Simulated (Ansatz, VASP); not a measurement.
# CoO in VASP and in Ansatz

```
Co O
1.0
     0.00000    2.13150    2.13150
     2.13150    0.00000    2.13150
     2.13150    2.13150    0.00000
Co O
1 1
Direct
  0.99261 0.00830 0.01507
  0.49712 0.51716 0.49531
```

Change from the starting cell: atoms moved at random, drawn with an rms of 0.05 Å.

Alike in both runs: task single point; functional PBEsol; k mesh 11 × 11 × 11; occupations fermi-dirac, width 0.05 eV; collinear spin, ferromagnetic start.

```csv
,VASP,Ansatz
version,VASP 6.6.1,Ansatz 0.2.0
potentials or method,"VASP PAW PBE potentials, release 64 (Co, O)",Ansatz PAW
plane-wave cutoff (eV),520,420
valence electrons in the cell,15,23
```

VASP gave:

```
gap on the k mesh at the Fermi level (eV)                     : none
pressure (GPa)                                                : -11.2
largest component of the traceless stress (GPa)               : 0.09
net moment per atom (μB)                                      : 1.47
size of the moment on the site where the two differ most (μB) : 2.57
```

**Question.** Which values does Ansatz return?

**Answer.** gap on the k mesh at the Fermi level (eV): none; pressure (GPa): -10.6; largest component of the traceless stress (GPa): 0.08; net moment per atom (μB): 1.48; size of the moment on the site where the two differ most (μB): 2.49.

Site moments also hang on the region over which each program counts them. A gap of «none» marks a metal or a gap that the smearing closes. The two sets of potentials don't hold the same shells in valence.

Caveats: a cell with one magnetic atom can't hold antiferromagnetic order, which such compounds often take; semilocal functionals often make such compounds metallic where correlation or magnetic order opens a gap, which also shifts bond lengths; the PAW data sets were made with another functional, which shifts forces and pressure a little (VASP); the pressure holds a Pulay correction of +0.8 GPa for the finite cutoff (Ansatz); the PAW data sets come from PBE, with cores solved anew for the run's functional, which leaves a small shift of forces and pressure (Ansatz).
